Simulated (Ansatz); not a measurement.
Consider Be$_{2}$C (space group Fm-3m, No. 225; a = 4.328 Å).

(Cell as relaxed with PBE.)

Levels (all Ansatz, a quantum-chemistry and plane-wave program, PAW): PBE (420 eV, no spin-orbit coupling); PBEsol (420 eV, no spin-orbit coupling).

Each level relaxes its own structure.

```
base                     PBE   PBEsol
-------------------  -------  -------
volume per atom      6.76 Å³  6.68 Å³
lattice parameter a  4.328 Å  4.311 Å
band gap             1.17 eV  1.08 eV
```

It is then changed as follows: cell and atoms relaxed at a pressure of 0.3 GPa.

| quantity | PBE | PBEsol |
|---|---|---|
| hole mass (degenerate bands, along [100]) | 0.26, 0.26, 0.42 mₑ (at Γ) | [?] |
| electron mass | 0.69 mₑ along k, 0.23 mₑ across (at X) | [?] |
| volume per atom | 6.75 Å³ | [?] |
| smallest direct gap | 4.14 eV | [?] |

**Question.** Predict the PBEsol column.

**Answer.** 
- hole mass (degenerate bands, along [100]), PBEsol: 0.26, 0.26, 0.42 mₑ (at Γ)
- electron mass, PBEsol: 0.70 mₑ along k, 0.23 mₑ across (at X)
- volume per atom, PBEsol: 6.67 Å³
- smallest direct gap, PBEsol: 4.12 eV

PBE's volume per atom lies 0.08 Å³ above PBEsol's (1.2 %); PBE's smallest direct gap lies 0.02 eV above PBEsol's; the two agree on the hole mass. Neither level is exact; PBEsol is the comparison here, not a measurement.

Load acts through the strain it causes; cell and atoms are relaxed under it. Effective masses come from finite differences of ±0.01 Å⁻¹. Along k means along the line from Γ to the band edge. Whether these cells are dynamically stable was not tested.
